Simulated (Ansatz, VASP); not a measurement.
Two plane-wave programs on BaTe

Contents of INCAR:

```
PREC = Accurate
ENCUT = 520
EDIFF = 1E-6
ISMEAR = 0
SIGMA = 0.1
LREAL = False
LASPH = True
NELM = 100
ALGO = Normal
ISIF = 2
LWAVE = False
LCHARG = True
GGA = PS
LELF = True
LVHAR = True
NBANDS = 15
```

The input KPOINTS:

```
regular mesh
0
Gamma
  4 4 4
```

Contents of POSCAR:

```
BaTe
1.0
    0.0000000000      3.4100000000      3.4100000000
    3.4100000000      0.0000000000      3.4100000000
    3.4100000000      3.4100000000      0.0000000000
Ba Te
1 1
Direct
    0.0000000000      0.0000000000      0.0000000000
    0.5000000000      0.5000000000      0.5000000000
```

Input for Ansatz:

```yaml
crystal:
  lattice:
    - [0.0, 3.41, 3.41]
    - [3.41, 0.0, 3.41]
    - [3.41, 3.41, 0.0]
  atoms:
    - { symbol: Ba, position: [0.0, 0.0, 0.0] }
    - { symbol: Te, position: [0.5, 0.5, 0.5] }
basis:
  ecutwfc: 420
kpoints:
  mp_grid: { grid: [4, 4, 4] }
hamiltonian:
  xc: pbesol
scf:
  occupations: { method: gaussian, width: 0.1 }
output:
  forces: true
  stress: true
  eigenvalues: true
```

Alike in both runs: task single point; functional PBEsol; k mesh 4 × 4 × 4; occupations gaussian, width 0.1 eV; no spin polarisation.

|  | VASP | Ansatz |
| --- | --- | --- |
| version | VASP 6.6.1 | Ansatz 0.2.0 |
| potentials or method | VASP PAW PBE potentials, release 64 (Ba_sv, Te) | scalar-relativistic, plane waves, PAW |
| plane-wave cutoff (eV) | 520 | 420 |
| valence electrons in the cell | 16 | 26 |

VASP gave:

* gap on the k mesh at the Fermi level (eV): 1.23
* least direct gap on the mesh (eV): 1.61
* pressure (GPa): 2.5

Task: Estimate Ansatz's values.

Result: gap on the k mesh at the Fermi level (eV): 1.33; least direct gap on the mesh (eV): 1.68; pressure (GPa): 2.0.

The two sets of potentials don't hold the same shells in valence.

Caveats: the PAW data sets were made with another functional, which shifts forces and pressure a little (VASP); spin-orbit coupling is left out, which moves the levels of the heavy elements. A k mesh can miss the band edges. PBEsol gaps usually lie below the measured ones, often by a third to a half.
